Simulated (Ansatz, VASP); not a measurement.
K in VASP and in Ansatz

```
K
1.0
     3.42152    0.00000    0.00000
     0.00000    3.42152    0.00000
     0.00000    0.00000    3.42152
K
1
Cartesian
  0.0000 0.0000 0.0000
```

Change from the starting cell: volume scaled by 0.52, LAPW.

Alike in both runs: task single point; functional PBEsol; k mesh 9 × 9 × 9; occupations fermi-dirac, width 0.1 eV; no spin polarisation.

```csv
,VASP,Ansatz
version,VASP 6.6.1,Ansatz 0.2.0
potentials or method,"VASP PAW PBE potentials, release 64 (K_sv), cutoff 520 eV","all-electron LAPW, scalar-relativistic"
```

```tsv
	VASP	Ansatz	Ansatz less VASP
pressure (GPa)	6.0	6.0	-0.03
```

Ansatz ran all-electron here, so the differences hold the error of VASP's frozen core and of both bases.

Caveats: the PAW data sets were made with another functional, which shifts forces and pressure a little (VASP).
